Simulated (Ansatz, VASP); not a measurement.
# Pt (Pt wire along [100], 24 atoms a period): VASP beside Ansatz

One calculation is typed for both programs; each brings its own data sets. How far apart do they land? The structure shown is the start of the Ansatz relaxation below; VASP solves that cell, so the two are compared at the walk's first step.

Program: Ansatz 0.2.0. Level of theory: plane waves, with VASP 6.6.1 beside it; single point at PBE. Results are calculated unless marked as measured.

## Step 1: The starting structure

The cell holds 24 atoms: 24 Pt. Its edges and angles: a = 16.725 Å, b = 16.725 Å, c = 3.970 Å, α = 90.0°, β = 90.0°, γ = 90.0°. Vacuum lies along a and b. The structure's axis is c.

## Step 2: Ansatz: relaxation, PBE

Ansatz runs on its PAW soft_1 files.

The two programs are compared at the cell with which this relaxation starts, whose forces are those of its first step.

The input, input.yaml:

```yaml
crystal:
  lattice:
    - [16.725, 0.0, 0.0]
    - [0.0, 16.725, 0.0]
    - [0.0, 0.0, 3.97]
  atoms:
    - { symbol: Pt, position: [0.20328849, 0.440657698, 0.0] }
    - { symbol: Pt, position: [0.321973094, 0.321973094, 0.0] }
    - { symbol: Pt, position: [0.321973094, 0.559342302, 0.0] }
    - { symbol: Pt, position: [0.440657698, 0.20328849, 0.0] }
    - { symbol: Pt, position: [0.440657698, 0.440657698, 0.0] }
    - { symbol: Pt, position: [0.440657698, 0.678026906, 0.0] }
    - { symbol: Pt, position: [0.559342302, 0.321973094, 0.0] }
    - { symbol: Pt, position: [0.559342302, 0.559342302, 0.0] }
    - { symbol: Pt, position: [0.559342302, 0.79671151, 0.0] }
    - { symbol: Pt, position: [0.678026906, 0.440657698, 0.0] }
    - { symbol: Pt, position: [0.678026906, 0.678026906, 0.0] }
    - { symbol: Pt, position: [0.79671151, 0.559342302, 0.0] }
    - { symbol: Pt, position: [0.20328849, 0.559342302, 0.5] }
    - { symbol: Pt, position: [0.321973094, 0.440657698, 0.5] }
    - { symbol: Pt, position: [0.321973094, 0.678026906, 0.5] }
    - { symbol: Pt, position: [0.440657698, 0.321973094, 0.5] }
    - { symbol: Pt, position: [0.440657698, 0.559342302, 0.5] }
    - { symbol: Pt, position: [0.440657698, 0.79671151, 0.5] }
    - { symbol: Pt, position: [0.559342302, 0.20328849, 0.5] }
    - { symbol: Pt, position: [0.559342302, 0.440657698, 0.5] }
    - { symbol: Pt, position: [0.559342302, 0.678026906, 0.5] }
    - { symbol: Pt, position: [0.678026906, 0.321973094, 0.5] }
    - { symbol: Pt, position: [0.678026906, 0.559342302, 0.5] }
    - { symbol: Pt, position: [0.79671151, 0.440657698, 0.5] }
kpoints:
  mp_grid: { grid: [1, 1, 21] }
scf:
  occupations: { method: fermi_dirac, width: 0.05 }
hamiltonian:
  xc: pbe
  pseudopotentials: { kind: paw, azcp: { folder: soft_1 } }
relax:
  cell: { fix: [a, b, alpha, beta, gamma] }
  max_steps: 45
  f_tol: 0.03
```

Run with:

```console
ansatz run input.yaml --threads 8 --pin off --max-ram 16384MiB --backend cpu --events-out ev --progress --plain --runs-dir out
```

Numbers of over 12 decimals in the logs are rounded to 6 here.

What it wrote:

```text
Engine: ansatz 0.2.0, aarch64-unknown-linux-gnu
Pseudopotentials: kind: paw
Pseudopotential: Pt, paw, valence charge 18, recommended cutoff 420 eV (normal), soft_1/Pt.paw.azcp
Functional definition: PBE
  parameter kappa = 0.804
  parameter beta = 0.066725
  exchange = pbe_x(kappa = kappa, mu = beta*pi^2/3)
  correlation = pbe_c(beta = beta)
Crystal: 24 atoms, lattice volume = 1110.511 Å³
Basis set: ecut = 420 eV, 21701 PW (Γ), exchange–correlation on 240×240×54 points (8 copies of the dense FFT grid, shifted against one another)
Bands: 260, of which v1, the nominal top of the filled ones, is band 216 counted from 1 (215 counted from 0)
Symmetry: 16 space group operations
Space group: P42/mcm (ITA 132), of the structure as read, at distance tolerance 1.0e-4 Å
k-points: 11 of 21
Non-local potential: Pt, projectors of the file, l = 0: 3, l = 1: 2, l = 2: 2, l = 3: 1
PAW form: soft (Blöchl's): semilocal exchange-correlation on the pseudo side does not see the compensation charge
PAW one-centre angular grid: Pt, 590 points (default); XC on 64 Gauss nodes
Initial density: superposition of atomic densities (neutral atoms: chi_scale 0, normalization atom)
Initial wavefunctions: pseudopotential atomic-orbital guess
Functional: x = pbe(κ = 0.804, μ = 0.219515), c = pbe(β = 0.066725)
SCF iter   1: F=—  HF=-300581.341299 eV  |F-HF|=—  |Δ(HF+E_count)|=         —  Δρ=5.21e-2  dr2=5.42e1  ethr=3.10e-3  ⟨swp⟩=6.4  Hψ=10236  notcnv=0  defer=161
preconditioner: auto → LDOS  [metal: Δε(μ)=0.005 eV  Ē_g=6.130 eV  σ=0.050 eV  W_gap=0.03  n_scr=258 (ndim 8)  ℏωp=17.3 eV  f_vac=0.560  D(μ)=40.79/eV (n_scr^D=338)  β→1.0]
SCF iter   2: F=—  HF=-300580.479233 eV  |F-HF|=—  |Δ(HF+E_count)|=   8.62e-1  Δρ=3.95e-2  dr2=2.58e1  ethr=3.10e-3  ⟨swp⟩=3.0  Hψ=7211  notcnv=0  defer=272
SCF iter   3: F=—  HF=-300573.684225 eV  |F-HF|=—  |Δ(HF+E_count)|=    6.80e0  Δρ=1.13e-2  dr2=4.02e0  ethr=3.10e-3  ⟨swp⟩=2.1  Hψ=5556  notcnv=0  defer=292
SCF iter   4: F=—  HF=-300573.377573 eV  |F-HF|=—  |Δ(HF+E_count)|=   3.07e-1  Δρ=3.47e-3  dr2=4.77e-1  ethr=9.31e-4  ⟨swp⟩=2.1  Hψ=4672  notcnv=0  defer=286
SCF iter   5: F=—  HF=-300573.336462 eV  |F-HF|=—  |Δ(HF+E_count)|=   4.11e-2  Δρ=1.67e-3  dr2=4.66e-2  ethr=1.10e-4  ⟨swp⟩=2.0  Hψ=4089  notcnv=0  defer=286
SCF iter   6: F=—  HF=-300573.333564 eV  |F-HF|=—  |Δ(HF+E_count)|=   2.90e-3  Δρ=7.77e-4  dr2=1.83e-2  ethr=1.08e-5  ⟨swp⟩=2.0  Hψ=3919  notcnv=0  defer=286
SCF iter   7: F=—  HF=-300573.332306 eV  |F-HF|=—  |Δ(HF+E_count)|=   1.26e-3  Δρ=4.34e-4  dr2=4.95e-3  ethr=4.23e-6  ⟨swp⟩=2.0  Hψ=2962  notcnv=0  defer=286
SCF iter   8: F=—  HF=-300573.332061 eV  |F-HF|=—  |Δ(HF+E_count)|=   2.45e-4  Δρ=1.24e-4  dr2=9.04e-4  ethr=1.15e-6  ⟨swp⟩=2.0  Hψ=3687  notcnv=0  defer=286
SCF iter   9: F=—  HF=-300573.332038 eV  |F-HF|=—  |Δ(HF+E_count)|=   2.28e-5  Δρ=3.27e-5  dr2=2.65e-5  ethr=2.09e-7  ⟨swp⟩=1.9  Hψ=3233  notcnv=0  defer=286
SCF iter  10: F=—  HF=-300573.332540 eV  |F-HF|=—  |Δ(HF+E_count)|=   5.02e-4  Δρ=9.06e-6  dr2=7.67e-7  ethr=6.13e-9  ⟨swp⟩=2.3  Hψ=4047  notcnv=0  defer=286
SCF iter  11: F=—  HF=-300573.332541 eV  |F-HF|=—  |Δ(HF+E_count)|=   1.75e-6  Δρ=3.36e-6  dr2=2.93e-7  ethr=1.78e-10  ⟨swp⟩=2.9  Hψ=4724  notcnv=0  defer=286
SCF iter  12: F=-300573.332542 eV  HF=-300573.332542 eV  |F-HF|=9.26e-9  |Δ(HF+E_count)|=   1.84e-7  Δρ=1.27e-6  dr2=3.16e-8  ethr=2.31e-11  ⟨swp⟩=3.0  Hψ=10312  notcnv=0
SCF 1 converged in 12 iterations: F = -300573.332542 eV  dr2 = 3.16e-8
  greatest PAW one-centre occupation: 1.000 electrons in one spin orbital (limit 2), on the Pt atom at site 19 (counted from 0), in its partial waves of l = 0
relax step   1: F+E_penalty+E_count = -300573.33254167 eV  Δ(F+E_penalty+E_count) = +0.000e0 eV  max|allowed force component| = 1.297e0 eV/Å  Δτ_max = 0.0000 Å  P = -3.908 GPa  Ω = 1110.511 Å³  fix = [a, b, alpha, beta, gamma]  reactions: a -3.903, b -3.903 GPa  (12 SCF iters, dr2 threshold 1.00e-7 eV, accepted)
[...]
relax step   6: F+E_penalty+E_count = -300575.46402315 eV  Δ(F+E_penalty+E_count) = -1.084e-3 eV  max|allowed force component| = 9.351e-3 eV/Å  Δτ_max = 0.0039 Å  P = -0.010 GPa  Ω = 1145.516 Å³  energy of the carried Pulay correction = -5.071e-3 eV  fix = [a, b, alpha, beta, gamma]  reactions: a -0.010, b -0.010 GPa  (7 SCF iters, dr2 threshold 1.22e-7 eV, accepted)
[...]
relax step   7: F+E_penalty+E_count = -300575.46984206 eV  Δ(F+E_penalty+E_count) = -5.819e-3 eV  max|allowed force component| = 9.085e-3 eV/Å  Δτ_max = 0.0000 Å  P = -0.010 GPa  Ω = 1145.516 Å³  fix = [a, b, alpha, beta, gamma]  reactions: a -0.009, b -0.009 GPa  stress off target by 1.12e-2 GPa on what of the cell is left free  SCF on the basis re-selected at this cell (its energy is not comparable with the rows above)  (9 SCF iters)
basis re-selected at this cell: Δ(F+E_penalty+E_count) = -5.819e-3 eV, ΔP = -0.000 GPa vs the last step (what re-selecting the basis moved, of the pressure what is left beyond the Pulay correction that the steps carried, after the strain that the cell walked since its last selection, with what the two solves' SCF thresholds leave and, on support functions, any second-order correction that the steps lacked; it is no measure of the basis error at this ecutwfc). The dense FFT grid was sized anew with the basis: this SCF ran on 120×120×30 points, the steps before it on 120×120×27, so part of this shift can come from that change (see relax.cell in the input reference). [rest of the remark cut]
SCF converged after 9 iterations
Free energy (F): -300575.469842 eV
Harris-Foulkes:  -300575.469842 eV  (|F-HF|=1.16e-10)
Internal energy: -300575.153017 eV  (E = F + TS)
E sigma→0 (E₀):  -300575.311429 eV
Entropy (-TS):   -0.316826 eV (-13.201 meV/atom)
Fermi energy:    3.755793 eV
--- Per-component energies (eV) ---
  E_band       = -11334.813577
  E_kinetic    = 14316.359225
  E_local      = -360691.284863  (includes V_loc(G=0)·N_el)
  E_nonlocal   = 4901.044335
  E_hartree    = 172124.762976
  E_xc         = -5552.091482
  E_vxc        = -6478.873340  (∫ρ·V_xc dr)
  E_paw        = -227618.115702  (= ΣΔE_a)
  E_vpaw       = -7631.611564  (= ΣTr[D̂ρ^β])
  E_aug_tail   = 0.026483  (compensation charges beyond the density's cutoff)
  E_ewald      = 101944.146013
  E_smearing   = -0.316826  (= −TS)
  E_closure    = -0.000000  (closes the sum)
  Σ components = -300575.469842   (vs F -300575.469842, Δ=0.00e0)
--- Forces (eV/Å), atoms counted from 1 ---
  atom   1  Pt    -0.00366667     0.00511221     0.00000000
  atom   2  Pt     0.00152030     0.00152030     0.00000000
  atom   3  Pt     0.00908502     0.00712938     0.00000000
  atom   4  Pt     0.00511221    -0.00366667     0.00000000
  atom   5  Pt     0.00065566     0.00065566     0.00000000
  atom   6  Pt    -0.00712938    -0.00908502     0.00000000
  atom   7  Pt     0.00712938     0.00908502     0.00000000
  atom   8  Pt    -0.00065566    -0.00065566     0.00000000
  atom   9  Pt    -0.00511221     0.00366667     0.00000000
  atom  10  Pt    -0.00908502    -0.00712938     0.00000000
  atom  11  Pt    -0.00152030    -0.00152030     0.00000000
  atom  12  Pt     0.00366667    -0.00511221     0.00000000
  atom  13  Pt    -0.00366667    -0.00511221     0.00000000
  atom  14  Pt     0.00908502    -0.00712938     0.00000000
  atom  15  Pt     0.00152030    -0.00152030     0.00000000
  atom  16  Pt    -0.00712938     0.00908502     0.00000000
  atom  17  Pt     0.00065566    -0.00065566     0.00000000
  atom  18  Pt     0.00511221     0.00366667     0.00000000
  atom  19  Pt    -0.00511221    -0.00366667     0.00000000
  atom  20  Pt    -0.00065566     0.00065566     0.00000000
  atom  21  Pt     0.00712938    -0.00908502     0.00000000
  atom  22  Pt    -0.00152030     0.00152030     0.00000000
  atom  23  Pt    -0.00908502     0.00712938     0.00000000
  atom  24  Pt     0.00366667     0.00511221     0.00000000
  max |Σ_I F_I| component: 4.77e-18 eV/Å
--- Stress (GPa, compression-positive) ---
       -0.008959       0.000000       0.000000
        0.000000      -0.008959       0.000000
        0.000000       0.000000      -0.011174
  P = ⅓ Tr σ = -0.0097 GPa (-0.097 kbar)
--- Relaxed structure (6 steps of the walk, 6 accepted, 1 SCFs on fresh bases) ---
  F+E_penalty+E_count = -300575.46984206 eV   max|allowed force component| = 9.085e-3 eV/Å   (the final SCF, on the basis selected at the relaxed cell)
  cell:  # Å, volume = 1145.5156 Å³
    - [16.725, 0.0, 0.0]
    - [0.0, 16.725, 0.0]
    - [0.0, 0.0, 4.095140]
  atoms:
    - { symbol: Pt, position: [0.218965, 0.449286, 0.0] }
    - { symbol: Pt, position: [0.328535, 0.328535, 0.0] }
    - { symbol: Pt, position: [0.323207, 0.566650, 0.0] }
    - { symbol: Pt, position: [0.449286, 0.218965, 0.0] }
    - { symbol: Pt, position: [0.442972, 0.442972, 0.0] }
    - { symbol: Pt, position: [0.433350, 0.676793, 0.0] }
    - { symbol: Pt, position: [0.566650, 0.323207, 0.0] }
    - { symbol: Pt, position: [0.557028, 0.557028, 0.0] }
    - { symbol: Pt, position: [0.550714, 0.781035, 0.0] }
    - { symbol: Pt, position: [0.676793, 0.433350, 0.0] }
    - { symbol: Pt, position: [0.671465, 0.671465, 0.0] }
    - { symbol: Pt, position: [0.781035, 0.550714, 0.0] }
    - { symbol: Pt, position: [0.218965, 0.550714, 0.500000] }
    - { symbol: Pt, position: [0.323207, 0.433350, 0.500000] }
    - { symbol: Pt, position: [0.328535, 0.671465, 0.500000] }
    - { symbol: Pt, position: [0.433350, 0.323207, 0.500000] }
    - { symbol: Pt, position: [0.442972, 0.557028, 0.500000] }
    - { symbol: Pt, position: [0.449286, 0.781035, 0.500000] }
    - { symbol: Pt, position: [0.550714, 0.218965, 0.500000] }
    - { symbol: Pt, position: [0.557028, 0.442972, 0.500000] }
    - { symbol: Pt, position: [0.566650, 0.676793, 0.500000] }
    - { symbol: Pt, position: [0.671465, 0.328535, 0.500000] }
    - { symbol: Pt, position: [0.676793, 0.566650, 0.500000] }
    - { symbol: Pt, position: [0.781035, 0.449286, 0.500000] }
```

[end of part 1 of 2]

[Lines on the potential files, build, host, timing and source positions are cut from VASP's logs without a mark.]

[Logs are printed without paths, hosts, clocks, repeated set-up lines and the standing remarks that a program may print on its own settings, such as how far it seeks lower states.]

[Hosts, paths, dates, database ids (printed as entryN), source tags and the programs' standing remarks are cut or masked in the printed files.]
